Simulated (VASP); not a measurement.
# AgCl (Fm-3m) in VASP: single point with PBE

Aim: the single point of AgCl with PBE.

All numbers are computed with VASP 6.6.1; they aren't measurements. Logs are shortened: lines on timing, memory, paths and dates and some standing lists are left out, and cuts for length are marked.

**Measured values to compare with.**

A printed reference work, data compilation reports, for a bulk crystal of AgCl: band gap 3.249 eV (indirect).

The runs below are set against these values where they give the same quantity.

## 1. The crystal as given

Symmetry: Fm-3m, No. 225, cubic system. Conventional cell: a = 5.539 Å, b = 5.539 Å, c = 5.539 Å, α = 90.00°, β = 90.00°, γ = 90.00°. Ag (site symmetry m-3m) is surrounded by 6 Cl at 2.77 Å. Cl (site symmetry m-3m) has 6 Ag at 2.77 Å as nearest neighbours.

## 2. Single point, PBE

Contents of INCAR:

```
PREC = Accurate
ENCUT = 520
EDIFF = 1E-6
ISMEAR = -1
SIGMA = 0.1
LREAL = F
LASPH = T
NELM = 80
ALGO = Normal
ISIF = 2
LWAVE = F
LCHARG = F
GGA = PE
NBANDS = 16
```

Contents of KPOINTS:

```
Automatic mesh
0
Gamma
  8 8 8
```

Contents of POSCAR:

```
AgCl
1.0
    0.0000000000      2.7695540000      2.7695540000
    2.7695540000      0.0000000000      2.7695540000
    2.7695540000      2.7695540000      0.0000000000
Ag Cl
1 1
Direct
    0.5000000000      0.5000000000      0.5000000000
    0.0000000000      0.0000000000      0.0000000000
```

Potentials or basis: VASP PAW PBE potentials, release 64 (Ag, Cl).

Command:

```sh
cat potpaw_PBE.64/Ag/POTCAR potpaw_PBE.64/Cl/POTCAR > POTCAR
mpirun -np 1 vasp_std > vasp.out
```

OUTCAR:

```text
PREC = Accurate
   ENCUT = 520
   EDIFF = 1E-6
   ISMEAR = -1
   LREAL = F
   LASPH = T
   NELM = 80
   ISIF = 2
   GGA = PE

 ion  position               nearest neighbor table
   1  0.500  0.500  0.500-   2 2.77   2 2.77   2 2.77   2 2.77   2 2.77   2 2.77
   2  0.000  0.000  0.000-   1 2.77   1 2.77   1 2.77   1 2.77   1 2.77   1 2.77

  LATTYP: Found a face centered cubic cell.
 ALAT       =     5.5391080000

  Lattice vectors:

 A1 = (   0.0000000000,   2.7695540000,   2.7695540000)
 A2 = (   2.7695540000,   0.0000000000,   2.7695540000)
 A3 = (   2.7695540000,   2.7695540000,   0.0000000000)

Analysis of symmetry for initial positions (statically):
=====================================================================
 Subroutine PRICEL returns:
 Original cell was already a primitive cell.

 Routine SETGRP: Setting up the symmetry group for a
 face centered cubic supercell.

 Subroutine GETGRP returns: Found 48 space group operations
 (whereof 48 operations were pure point group operations)
 out of a pool of 48 trial point group operations.

The static configuration has the point symmetry O_h .

Analysis of symmetry for dynamics (positions and initial velocities):
=====================================================================
 Subroutine PRICEL returns:
 Original cell was already a primitive cell.

 Routine SETGRP: Setting up the symmetry group for a
 face centered cubic supercell.

 Subroutine GETGRP returns: Found 48 space group operations
 (whereof 48 operations were pure point group operations)
 out of a pool of 48 trial point group operations.

The dynamic configuration has the point symmetry O_h .

 Subroutine INISYM returns: Found 48 space group operations
 (whereof 48 operations are pure point group operations),
 and found     1 'primitive' translations

----------------------------------------------------------------------------------------

                                     Primitive cell

  volume of cell :      42.4873

  direct lattice vectors                    reciprocal lattice vectors
     0.000000000  2.769554000  2.769554000    -0.180534483  0.180534483  0.180534483
     2.769554000  0.000000000  2.769554000     0.180534483 -0.180534483  0.180534483
     2.769554000  2.769554000  0.000000000     0.180534483  0.180534483 -0.180534483

  length of vectors
     3.916740829  3.916740829  3.916740829     0.312694897  0.312694897  0.312694897

  position of ions in fractional coordinates (direct lattice)
     0.500000000  0.500000000  0.500000000
     0.000000000  0.000000000  0.000000000

  ion indices of the primitive-cell ions
   primitive index   ion index
                 1           1
                 2           2

----------------------------------------------------------------------------------------

 KPOINTS: Automatic mesh

Automatic generation of k-mesh.
 Grid dimensions read from file:
 generate k-points for:    8    8    8

 Generating k-lattice:

  Cartesian coordinates                     Fractional coordinates (reciprocal lattice)
    -0.022566810  0.022566810  0.022566810     0.125000000  0.000000000  0.000000000
     0.022566810 -0.022566810  0.022566810     0.000000000  0.125000000  0.000000000
     0.022566810  0.022566810 -0.022566810     0.000000000  0.000000000  0.125000000

  Length of vectors
     0.039086862  0.039086862  0.039086862

  Shift w.r.t. Gamma in fractional coordinates (k-lattice)
     0.000000000  0.000000000  0.000000000

 Subroutine IBZKPT returns following result:
 ===========================================

 Found     29 irreducible k-points:

 Following reciprocal coordinates:
            Coordinates               Weight
  0.000000  0.000000  0.000000      1.000000
  0.125000  0.000000  0.000000      8.000000
  0.250000  0.000000  0.000000      8.000000
  0.375000  0.000000  0.000000      8.000000
  0.500000  0.000000  0.000000      4.000000
  0.125000  0.125000  0.000000      6.000000
[... 16 lines left out ...]
  0.500000  0.250000  0.125000     48.000000
 -0.375000  0.250000  0.125000     24.000000
 [... further k-points ...]
   k-points           NKPTS =     29   k-points in BZ     NKDIM =     29   number of bands    NBANDS=     16
   number of dos      NEDOS =    301   number of ions     NIONS =      2
   total plane-waves  NPLWV =  27000
   dimension x,y,z NGX =    30 NGY =   30 NGZ =   30
   dimension x,y,z NGXF=    60 NGYF=   60 NGZF=   60
   ions per type =               1   1
   NGX,Y,Z   is equivalent  to a cutoff of  12.73, 12.73, 12.73 a.u.
   NGXF,Y,Z  is equivalent  to a cutoff of  25.47, 25.47, 25.47 a.u.
 SYSTEM =  unknown system
   PREC   = accura    normal or accurate (medium, high low for compatibility)
   ISTART =      0    job   : 0-new  1-cont  2-samecut
   ICHARG =      2    charge: 1-file 2-atom 10-const
   ISPIN  =      1    spin polarized calculation?
   LNONCOLLINEAR =      F non collinear calculations
   LSORBIT =      F    spin-orbit coupling
   LASPH  =      T    aspherical Exc in radial PAW
   ENCUT  =  520.0 eV  38.22 Ry    6.18 a.u.   7.28  7.28  7.28*2*pi/ulx,y,z
   NELM   =     80;   NELMIN=  2; NELMDL= -5     # of ELM steps
   EDIFF  = 0.1E-05   stopping-criterion for ELM
   LREAL  =      F    real-space projection
   EDIFFG = 0.1E-04   stopping-criterion for IOM
   NSW    =      0    number of steps for IOM
   IBRION =     -1    ionic relax: 0-MD 1-quasi-New 2-CG
   NFREE  =      0    steps in history (QN), initial steepest desc. (CG)
   ISIF   =      2    stress and relaxation
   ISYM   =      2    0-nonsym 1-usesym 2-fastsym
   POTIM  = 0.5000    time-step for ionic-motion
   TEBEG  =    0.0;   TEEND  =   0.0 temperature during run
   PSTRESS=    0.0 pullay stress
   NELECT =      18.0000    total number of electrons
   NUPDOWN=      -1.0000    fix difference up-down
   EMIN   =  10.00;   EMAX   =-10.00  energy-range for DOS
   EFERMI =   0.00;   METHOD = LEGACY
   ISMEAR =    -1;   SIGMA  =   0.10  broadening in eV -4-tet -1-fermi 0-gaus
   EFERMI_NEDOS =   21; number of points for ismear=-14 and -15
   IALGO  =     38    algorithm
   IMIX   =      4    mixing-type and parameters
     AMIX     =   0.40;   BMIX     =  1.00
     AMIX_MAG =   1.60;   BMIX_MAG =  1.00
  volume/ion in A,a.u.               =      21.24       143.36
  Fermi-wavevector in a.u.,A,eV,Ry     =   1.229549  2.323511 20.569161  1.511791
  Thomas-Fermi vector in A             =   2.364432
   LORBIT       =      0    0 simple, 1 ext, 2 COOP (PROOUT), +10 PAW based schemes
   GGA     = PE    functional components
   LHFCALC =     F    Hartree Fock is set to
   AEXX    =    0.0000 exact exchange contribution
   IVDW    =     0    specifies the selected vdW correction
   LEPSILON=     F    determine dielectric tensor
   LRPA    =     F    only Hartree local field effects (RPA)
 non-spin polarized calculation
  energy-cutoff  :      520.00
  volume of cell :       42.49
 maximum number of plane-waves:      1162
 NGX is ok and might be reduce to    30
   NGX = 15   NGY = 15   NGZ = 15

 number of electron      18.0000006 magnetization

 Free energy of the ion-electron system (eV)
  ---------------------------------------------------
  ext. energy  EPLUGINS =         0.00000000
  ---------------------------------------------------
  free energy    TOTEN  =        -5.39275819 eV

  energy without entropy =       -5.39245542  energy(sigma->0) =       -5.39260680

 E-fermi :   4.5059     XC(G=0):  -9.9859

 val. band max:        3.8665222569   @ k =   0.5000   0.0000   0.0000
 cond. band min:       4.7746164408   @ k =   0.0000   0.0000   0.0000
 fundamental gap:      0.9080941839
 Fermi energy:         4.5058979712

 k-point     1 :       0.0000    0.0000    0.0000
  band No.  band energies     occupation
      1     -11.3078      2.00000
      2       1.4116      2.00000
      3       1.4116      2.00000
      4       1.4116      2.00000
      5       1.4528      2.00000
      6       1.4528      2.00000
[... 8 lines left out ...]
     15      17.2068      0.00000
     16      17.2068      0.00000

 k-point     2 :       0.1250    0.0000    0.0000
  band No.  band energies     occupation
      1     -11.2473      2.00000
      2       0.6961      2.00000
      3       0.7556      2.00000
      4       0.7556      2.00000
      5       1.4665      2.00000
      6       1.4665      2.00000
[... 8 lines left out ...]
     15      15.9174      0.00000
     16      16.6216      0.00000

 k-point     3 :       0.2500    0.0000    0.0000
  band No.  band energies     occupation
      1     -11.0950      2.00000
      2      -0.3374      2.00000
      3       0.1788      2.00000
      4       0.1788      2.00000
      5       1.5934      2.00000
      6       1.5934      2.00000
[... 8 lines left out ...]
     15      16.1497      0.00000
     16      16.4877      0.00000

 k-point     4 :       0.3750    0.0000    0.0000
  band No.  band energies     occupation
      1     -10.9329      2.00000
      2      -1.1178      2.00000
      3      -0.1884      2.00000
      4      -0.1884      2.00000
      5       1.7254      2.00000
      6       1.7254      2.00000
[... 8 lines left out ...]
     15      17.0101      0.00000
     16      17.0101      0.00000

 k-point     5 :       0.5000    0.0000    0.0000
  band No.  band energies     occupation
      1     -10.8625      2.00000
      2      -1.4046      2.00000
      3      -0.3143      2.00000
      4      -0.3143      2.00000
      5       1.7817      2.00000
      6       1.7817      2.00000
[... 8 lines left out ...]
     15      17.5924      0.00000
     16      17.5924      0.00000

 k-point     6 :       0.1250    0.1250    0.0000
  band No.  band energies     occupation
      1     -11.2294      2.00000
      2       0.2090      2.00000
      3       1.0436      2.00000
      4       1.0436      2.00000
      5       1.3628      2.00000
      6       1.4803      2.00000
[... 8 lines left out ...]
     15      17.8376      0.00000
     16      17.9094      0.00000

 k-point     7 :       0.2500    0.1250    0.0000
  band No.  band energies     occupation
      1     -11.1133      2.00000
      2      -0.3642      2.00000
      3       0.4852      2.00000
      4       0.5582      2.00000
      5       1.4309      2.00000
      6       1.6127      2.00000
[... 8 lines left out ...]
     15      17.3313      0.00000
     16      17.9027      0.00000

 k-point     8 :       0.3750    0.1250    0.0000
  band No.  band energies     occupation
      1     -10.9600      2.00000
      2      -0.8903      2.00000
      3      -0.0950      2.00000
      4       0.0662      2.00000
      5       1.5780      2.00000
      6       1.7500      2.00000
[... 8 lines left out ...]
     15      17.6826      0.00000
     16      17.8346      0.00000

 k-point     9 :       0.5000    0.1250    0.0000
  band No.  band energies     occupation
      1     -10.8605      2.00000
      2      -1.2266      2.00000
      3      -0.3016      2.00000
      4      -0.2233      2.00000
      5       1.7205      2.00000
      6       1.7963      2.00000
[... 8 lines left out ...]
     15      17.7502      0.00000
     16      18.5276      0.00000
[... 172 lines left out ...]
 k-point    19 :       0.5000    0.3750    0.0000
  band No.  band energies     occupation
      1     -10.8490      2.00000
      2      -0.5390      2.00000
      3       0.3005      2.00000
      4       0.4602      2.00000
      5       1.3214      2.00000
      6       1.8587      2.00000
[... 8 lines left out ...]
     15      18.7429      0.00000
     16      19.2959      0.00000

 k-point    20 :      -0.3750    0.3750    0.0000
  band No.  band energies     occupation
      1     -10.8218      2.00000
      2      -0.3740      2.00000
      3      -0.3343      2.00000
      4       0.0604      2.00000
      5       1.5453      2.00000
      6       1.8424      2.00000
[... 8 lines left out ...]
     15      17.5858      0.00000
     16      19.7928      0.00000

 k-point    21 :       0.5000    0.5000    0.0000
  band No.  band energies     occupation
      1     -10.8462      2.00000
      2      -0.4837      2.00000
      3       0.7887      2.00000
      4       0.7887      2.00000
      5       1.0832      2.00000
      6       1.6432      2.00000
[... 8 lines left out ...]
     15      19.0355      0.00000
     16      19.0355      0.00000

 k-point    22 :       0.3750    0.2500    0.1250
  band No.  band energies     occupation
      1     -11.0020      2.00000
      2      -0.7176      2.00000
      3       0.0957      2.00000
      4       0.4653      2.00000
      5       1.5048      2.00000
      6       1.7106      2.00000
[... 8 lines left out ...]
     15      18.0229      0.00000
     16      19.2848      0.00000

 k-point    23 :       0.5000    0.2500    0.1250
  band No.  band energies     occupation
      1     -10.8864      2.00000
      2      -0.9254      2.00000
      3      -0.1978      2.00000
      4       0.0608      2.00000
      5       1.6260      2.00000
      6       1.7899      2.00000
[... 8 lines left out ...]
     15      18.2435      0.00000
     16      19.0405      0.00000

 k-point    24 :      -0.3750    0.2500    0.1250
  band No.  band energies     occupation
      1     -10.8372      2.00000
      2      -0.9871      2.00000
      3      -0.2448      2.00000
      4      -0.1994      2.00000
      5       1.7159      2.00000
      6       1.7837      2.00000
[... 8 lines left out ...]
     15      17.3829      0.00000
     16      18.8402      0.00000

 [... further k-points ...]

------------------------ aborting loop because EDIFF is reached ----------------------------------------

  FORCE on cell =-STRESS in cart. coord.  units (eV):
  Direction    XX          YY          ZZ          XY          YZ          ZX
  --------------------------------------------------------------------------------------
  -------------------------------------------------------------------------------------
  Total        0.4411870      0.4411870      0.4411870      0.0000000      0.0000000     -0.0000000
  in kB       16.6369538     16.6369538     16.6369538      0.0000000      0.0000000     -0.0000000
  external PRESSURE =      16.6369538 kB  Pullay stress =       0.0000000 kB

 VOLUME and BASIS-vectors are now :
 -----------------------------------------------------------------------------
  energy-cutoff  :      520.00
  volume of cell :       42.49
      direct lattice vectors                 reciprocal lattice vectors
     0.000000000  2.769554000  2.769554000    -0.180534483  0.180534483  0.180534483
     2.769554000  0.000000000  2.769554000     0.180534483 -0.180534483  0.180534483
     2.769554000  2.769554000  0.000000000     0.180534483  0.180534483 -0.180534483

 POSITION                                       TOTAL-FORCE (eV/Angst)
 -----------------------------------------------------------------------------------
      2.76955      2.76955      2.76955         0.000000     -0.000000     -0.000000
      0.00000      0.00000      0.00000        -0.000000      0.000000      0.000000
 -----------------------------------------------------------------------------------
    total drift:                                0.000000      0.000000      0.000000

  FREE ENERGIE OF THE ION-ELECTRON SYSTEM (eV)
  ---------------------------------------------------
  free  energy   TOTEN  =        -5.3927581854 eV

  energy  without entropy=       -5.3924554219  energy(sigma->0) =       -5.39260680
```

It took 31 s on 1 thread of Intel Xeon Platinum 8375C at 2.90GHz (Ice Lake), shared host; peak memory 0.17 GiB.

Results:

```yaml
Free_energy: -5.3928 eV
Pressure: 1.7 GPa
Band_gap_on_the_k_mesh: 0.91 eV, indirect (least direct gap 3.19 eV)
```

Levels at points of the mesh, in eV from the valence-band top:
```
           k point  band 7  band 8  band 9  band 10  band 11  band 12
(0.00, 0.00, 0.00)   -2.34   -2.34   -2.34     0.91    10.85    10.85
(0.50, 0.00, 0.00)   -1.77    0.00    0.00     4.23     6.56     7.67
(0.50, 0.50, 0.00)   -1.96   -1.96   -1.88     2.38     8.02     8.65
```

## 3. Against experiment

Step 2. Measured gap of AgCl: 3.249 eV (indirect; a printed reference work, data compilation). This calculation gives 0.91 eV (-2.34 eV). So large a miss can be the level of theory's own, or it may mean another phase, state or a wrong row. Spin-orbit coupling on Ag is left out. The value is that of PBE on a finite k mesh, which can miss the band edges, without temperature or zero-point motion. Semilocal functionals fall short of measured gaps as a rule.
